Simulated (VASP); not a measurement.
Here is a VASP 6.6.1 calculation.

INCAR

```
ALGO = Normal
EDIFF = 1E-6
EDIFFG = -0.01
ENCUT = 600
GGA = PE
IBRION = 2
ISIF = 3
ISMEAR = -1
LASPH = True
LCHARG = False
LREAL = False
LWAVE = False
NELM = 80
NSW = 60
PREC = Accurate
PSTRESS = 300
SIGMA = 0.05
```

Contents of KPOINTS:

```
k-points
0
Gamma
  8 8 8
```

POSCAR

```
BiS
1.0
    2.1092708700      1.2177881000      3.5004874800
   -2.1092708700      1.2177881000      3.5004874800
    0.0000000000     -2.4355762100      3.5004874800
Bi S
1 1
Direct
    0.0000000000      0.0000000000      0.0000000000
    0.5000000000      0.5000000000      0.5000000000
```

Potentials or basis: VASP PAW PBE potentials, release 64 (Bi_d, S).

Command:

```console
$ cat potpaw_PBE.64/Bi_d/POTCAR potpaw_PBE.64/S/POTCAR > POTCAR
$ mpirun -np 1 vasp_std > vasp.out
```

(1) Estimate the band gap on the k mesh.

(2) Estimate the space group after relaxing (to 0.05 Å).

Answers

(1) none (metal or under the smearing width).

(2) R-3m (No. 166).

Caveat: spin-orbit coupling is left out, which moves the levels of the heavy elements.
